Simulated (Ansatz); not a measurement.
ZnO (zincite): single point with PBE

**The experiment to reproduce.**

From “Electronic structure of alkaline earth and post-transition metal oxides”, 2009, arxiv:0908.1581, for a bulk crystal of ZnO: band gap 3.37 eV.

ZnO (zincite):

```
CELL_PARAMETERS angstrom
3.24931 0.00000 0.00000
-1.62465 2.81398 0.00000
0.00000 0.00000 5.20571
ATOMIC_POSITIONS crystal
Zn 0.66667 0.33333 0.00000
Zn 0.33333 0.66667 0.50000
O 0.33333 0.66667 0.87901
O 0.66667 0.33333 0.37901
```

| Quantity | Value |
| --- | --- |
| Program | Ansatz 0.2.0 |
| Task | single point |
| Functional | PBE |
| Potentials or basis | Ansatz PAW |
| Cutoff | 420 eV (not typed: the program's choice for these potentials) |
| k mesh | 9 × 9 × 5 |
| Occupations | gaussian, width 0.026 eV |
| Spin | no spin polarisation |

```
Pressure               : 4.9 GPa
Largest force          : 0.070 eV/Å
Band gap on the k mesh : 0.80 eV, direct
```

Forces in eV/Å, atoms in the order of the input:
```
Zn   0.000  0.000 -0.070
Zn   0.000  0.000 -0.070
O    0.000  0.000  0.070
O    0.000  0.000  0.070
```

Stress tensor (GPa, compression positive):
```
4.35 0.00 0.00
0.00 4.35 0.00
0.00 0.00 6.05
```

Levels at points of the mesh, in eV from the valence-band top:
```csv
k point,band 14,band 15,band 16,band 17,band 18,band 19,band 20,band 21,band 22
"(0.00, 0.00, 0.00)",-0.81,-0.81,-0.07,0.00,0.00,0.80,5.23,8.27,12.88
```

Wall time 5.2 s on 2 threads of Intel(R) Xeon(R) Processor @ 2.50GHz (Skylake/Cascade Lake), with other jobs on the host, peak memory 0.37 GiB.

Measured gap of ZnO: 3.37 eV (quoted in “Electronic structure of alkaline earth and post-transition metal oxides”, 2009, arxiv:0908.1581). This calculation gives 0.80 eV (-2.57 eV). So large a miss can be the level of theory's own, or it may mean another phase, state or a wrong row. The value is that of PBE, without temperature or zero-point motion. Semilocal functionals fall short of measured gaps as a rule.

Caveat: odd divisions of the mesh miss points on the zone boundary, where band edges often lie, so the gap on the mesh can be too wide; the pressure holds a Pulay correction of +0.7 GPa for the finite cutoff.
